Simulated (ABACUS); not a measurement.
An input for ABACUS 3.10.1 (Ba):

The input INPUT:

```
INPUT_PARAMETERS
suffix              Ba
calculation         cell-relax
basis_type          lcao
pseudo_dir          ./
orbital_dir         ./
symmetry            1
dft_functional      pbe
ecutwfc             100
pseudo_rcut         10
nspin               1
nbands              5
ks_solver           genelpa
smearing_method     fd
smearing_sigma      0.00367493
scf_thr             1e-07
scf_nmax            100
mixing_type         broyden
mixing_beta         0.7
cal_force           1
cal_stress          1
out_mul             1
relax_nmax          60
force_thr_ev        0.01
relax_method        cg
out_stru            1
stress_thr          0.2
```

File STRU:

```
ATOMIC_SPECIES
Ba 137.3270 Ba.upf

NUMERICAL_ORBITAL
Ba_confined-atom_9au_2s1p.orb

LATTICE_CONSTANT
1.8897261246

LATTICE_VECTORS
-2.5065000000 2.5065000000 2.5065000000
2.5065000000 -2.5065000000 2.5065000000
2.5065000000 2.5065000000 -2.5065000000

ATOMIC_POSITIONS
Cartesian

Ba
0.0
1
0.0000000000 0.0000000000 0.0000000000 1 1 1
```

KPT

```
K_POINTS
0
Gamma
7 7 7 0 0 0
```

Potentials or basis: Ansatz NC PBE, SZ LCAO (the cutoffs set its grid).

Launch:

```console
$ OMP_NUM_THREADS=1 mpirun -np 4 abacus > log
```

Q: Does this run start?

A: The run stopped without a result. It printed:

running log:

```text
[... set-up lines left out ...]
                           L of projector = 1
                           L of projector = 1
                           L of projector = 2
                           L of projector = 2
                           L of projector = 3
                           L of projector = 3
     initial pseudo atomic orbital number = 5

 SETUP THE ELECTRONS NUMBER
            electron number of element Ba = 10
      total electron number of element Ba = 10
            AUTOSET number of electrons:  = 10
                           occupied bands = 5
 !!!!!!!!!!!!!!!!!!!!!!!!!!!!!!!!!!!!!!!!!!!!!!!!!!!!!!!!!
                         NOTICE
 !!!!!!!!!!!!!!!!!!!!!!!!!!!!!!!!!!!!!!!!!!!!!!!!!!!!!!!!!

 for smearing, num. of bands > num. of occupied bands
 CHECK IN FILE : OUT.Ba/warning.log

 !!!!!!!!!!!!!!!!!!!!!!!!!!!!!!!!!!!!!!!!!!!!!!!!!!!!!!!!!
                         NOTICE
 !!!!!!!!!!!!!!!!!!!!!!!!!!!!!!!!!!!!!!!!!!!!!!!!!!!!!!!!!
 Check in file : OUT.Ba/warning.log
```

On the terminal:

```text
ABACUS v3.10.1

               Atomic-orbital Based Ab-initio Computation at UStc

 !!!!!!!!!!!!!!!!!!!!!!!!!!!!!!!!!!!!!!!!!!!!!!!!!!!!!!!!!
                         NOTICE
 !!!!!!!!!!!!!!!!!!!!!!!!!!!!!!!!!!!!!!!!!!!!!!!!!!!!!!!!!

 for smearing, num. of bands > num. of occupied bands
 CHECK IN FILE : OUT.Ba/warning.log

 !!!!!!!!!!!!!!!!!!!!!!!!!!!!!!!!!!!!!!!!!!!!!!!!!!!!!!!!!
                         NOTICE
 !!!!!!!!!!!!!!!!!!!!!!!!!!!!!!!!!!!!!!!!!!!!!!!!!!!!!!!!!
```
